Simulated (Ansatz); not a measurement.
A run of Ansatz 0.2.0 is set up as follows.

File input.yaml:

```yaml
crystal:
  lattice:
    - [0.0, 2.179, 2.179]
    - [2.179, 0.0, 2.179]
    - [2.179, 2.179, 0.0]
  atoms:
    - { symbol: Si, position: [0.0, 0.0, 0.0] }
    - { symbol: C, position: [0.75, 0.75, 0.75] }
kpoints:
  mp_grid: { grid: [10, 10, 10] }
scf:
  occupations: { method: gaussian, width: 0.017 }
hamiltonian:
  xc: pbe
  pseudopotentials: { kind: all_electron, lapw: { basis_error: 0.001 } }
output:
  forces: true
  stress: true
  eigenvalues: true
```

Potentials or basis: all-electron LAPW, scalar-relativistic.

Launch:

```sh
$ ansatz run input.yaml --threads 1 --pin off --max-ram 3072MiB --backend cpu --events-out ev --progress --plain --runs-dir out
```

**Question.** Estimate the pressure.

**Answer.** 3.3 GPa.

**Question.** What does it give for the band gap on the k mesh?

**Answer.** 1.36 eV, indirect (least direct gap 4.55 eV).

**Experimental background.**

“Insight into the structural, elastic and electronic properties of a new orthorhombic 6O-SiC polytype”, 2020, pmc:7200658 quotes, for a bulk crystal of SiC: band gap 2.4 eV (indirect).

Measured gap of SiC: 2.4 eV (indirect; quoted in “Insight into the structural, elastic and electronic properties of a new orthorhombic 6O-SiC polytype”, 2020, pmc:7200658). This calculation gives 1.36 eV (-1.04 eV). The value is that of PBE on a finite k mesh, which can miss the band edges, without temperature or zero-point motion. Semilocal functionals fall short of measured gaps as a rule.
